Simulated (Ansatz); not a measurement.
**Cu2O**

Level of theory: DFT, PBE with spin–orbit coupling, two-component spinors; plane waves to 420 eV with PAW datasets (Ansatz 0.2.0), 8×8×8 k-mesh, Gaussian smearing of 0.05 eV. The datasets are Ansatz's generated set soft_2.

```
Cu O
1.0
     4.29862    0.00000    0.00000
     0.00000    4.29862    0.00000
     0.00000    0.00000    4.29862
Cu O
4 2
Direct
  0.25000 0.25000 0.25000
  0.25000 0.75000 0.75000
  0.75000 0.75000 0.25000
  0.75000 0.25000 0.75000
  0.00000 0.00000 0.00000
  0.50000 0.50000 0.50000
```

The chain of runs began from a cell as deposited in COD, expanded in volume. Of that entry: the entry's cell lengths or inner coordinates differ somewhat from later room-temperature determinations.

The run above is the reference. The same cell was run again with other input settings; several of them aren't fit for production, so the rows show the settings' effect and aren't properties of the material.

| keys changed | outcome | ΔE (meV/atom) | P (GPa) | gap on the mesh (eV) | cell moment (μB) | largest force component (eV/Å) | SCF iterations | rough core-seconds | new warnings |
| --- | --- | --- | --- | --- | --- | --- | --- | --- | --- |
| none (reference) | converged | 0.0 | 0.0 | 0.39 | 0.00 (no moment typed) | 0.000 | – | – | – |
| hamiltonian.hubbard: {"sites": [{"species": "Cu", "l": "d", "u_eff": 4.0}], "double_counting": "amf"} | converged | – | -0.4 | 0.47 | 0.00 (no moment typed) | 0.000 | 10 | 100 | – |
| scf.occupations.width: 0.05 → 0.3; kpoints.mp_grid.shift: [0.5, 0.5, 0.5] | converged | 0.3 | 0.0 | 0.59 | 0.00 (no moment typed) | 0.000 | 10 | 21 | – |
| basis.ecutwfc: 420 → "450 eV" | converged | -2.3 | 0.0 | 0.39 | 0.00 (no moment typed) | 0.000 | 10 | 40 | – |
| scf.occupations.method: "gaussian" → "fermi_dirac"; scf.occupations.width: 0.05 → 0.2 | converged | 2.7 | 0.2 | 0.39 | 0.00 (no moment typed) | 0.000 | 10 | 60 | – |
| hamiltonian.hubbard: {"sites": [{"species": "Cu", "l": "d", "u_eff": 4.0}], "double_counting": "fll"}; basis.ecutrho_ratio: 4 → 12 | converged | – | 2.4 | 0.64 | 0.00 (no moment typed) | 0.000 | 10 | 70 | – |
| hamiltonian.hubbard: {"sites": [{"species": "Cu", "l": "d", "u_eff": 6.0}], "double_counting": "fll"}; accuracy: "medium" | converged | – | 3.9 | 0.76 | 0.00 (no moment typed) | 0.000 | 9 | 100 | – |
| basis.xc_grid: 2 | converged | 0.0 | 0.0 | 0.39 | 0.00 (no moment typed) | 0.000 | 10 | 40 | – |

ΔE is the energy with the smearing extrapolated to zero. It is left out where the change alters the Hamiltonian or the spin treatment. The varied runs start from atomic densities (corrected by the program's trained start where that serves), with the default search for lower states unless a row changes it.

Task: What happens with these changes: scf.mixing.preconditioner: "none"; kpoints.mp_grid.shift: [0.5, 0.5, 0.5]?

Result: outcome converged, ΔE (meV/atom) 0.0, P (GPa) 0.0, gap on the mesh (eV) 0.59, cell moment (μB) 0.00 (no moment typed), largest force component (eV/Å) 0.000, SCF iterations 8, rough core-seconds 19.

1 further run (cut off, refused for memory, with changed atoms or starts, or in doubt) is left out.
